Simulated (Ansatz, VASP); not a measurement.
**B in VASP and in Ansatz**

```
B
1.0
     1.70147    0.00000    0.00000
    -0.85073    1.47351    0.00000
     0.00000    0.00000    3.24989
B
1
Direct
  0.00000 0.00000 0.00000
```

Alike in both runs: functional PBE; k mesh 22 × 22 × 20; occupations fermi-dirac, width 0.08 eV; no spin polarisation.

Ansatz relaxed the structure, and its values are those at the end. VASP's run is a single point on that final structure, the one shown.

|  | VASP | Ansatz |
| --- | --- | --- |
| version | VASP 6.6.1 | Ansatz 0.2.0 |
| potentials or method | VASP PAW PBE potentials, release 64 (B), cutoff 520 eV | all-electron LAPW, scalar-relativistic |

```csv
,VASP,Ansatz,Ansatz less VASP
pressure (GPa),5.9,5.9,+0.02
```

Ansatz ran all-electron here, so the differences hold the error of VASP's frozen core and of both bases.
